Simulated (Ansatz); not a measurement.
# BN: the cost of one run

Computed with Ansatz 0.2.0 (DFT LDA, scalar-relativistic, unless a step's input says otherwise).

2 further runs of the same task are left out: 2 set aside as unsound or not needed.

### Step 1. The starting structure

Symmetry: F-43m, No. 216, cubic system. Conventional cell: a = 3.615 Å, b = 3.615 Å, c = 3.615 Å, α = 90.00°, β = 90.00°, γ = 90.00°. B (site symmetry -43m) is surrounded by 4 N at 1.57 Å. N (site symmetry -43m) has 4 B at 1.57 Å as nearest neighbours.

Coordinates:

```
B N
1.0
     0.00000    1.80750    1.80750
     1.80750    0.00000    1.80750
     1.80750    1.80750    0.00000
B N
1 1
Direct
  0.00000 0.00000 0.00000
  0.75000 0.75000 0.75000
```

Atoms are numbered in the order of the input: B1, N2.

### Step 2. The deformed structure

Space group F-43m before, I-4m2 after.

### Step 3. Full-potential LAPW

File input.yaml:

```yaml
crystal:
  lattice:
    - [0.0, 1.77135, 1.8075]
    - [1.77135, 0.0, 1.8075]
    - [1.77135, 1.77135, 0.0]
  atoms:
    - { symbol: B, position: [0.0, 0.0, 0.0] }
    - { symbol: "N", position: [0.75, 0.75, 0.75] }
kpoints:
  mp_grid: { grid: [11, 11, 11] }
  band_path:
    path:
      - [0.0, 0.0, 0.0]
      - [0.5, 0.0, 0.5]
      - [0.75, 0.25, 0.5]
      - [0.5, 0.5, 0.5]
      - [0.0, 0.0, 0.0]
      - [0.5, 0.5, 0.0]
      - [0.62995, 0.62995, 0.2599]
      - [0.37005, 0.37005, 0.7401]
      - [0.0, 0.0, 0.0]
    npoints: 5
scf:
  occupations: { method: fermi_dirac, width: 0.02 }
hamiltonian:
  xc: lda
  pseudopotentials: { kind: all_electron, lapw: { basis_error: 0.0005 } }
output:
  forces: true
  stress: true
  eigenvalues: true
```

Run with:

```console
ansatz run input.yaml --threads 1 --pin off --max-ram 3072MiB --backend cpu --events-out ev --progress --plain --runs-dir out
```

What time and memory should one allow on 1 thread of Intel Xeon Platinum 8488C (Sapphire Rapids), shared host?

About 11 s, with a peak of 0.35 GiB.
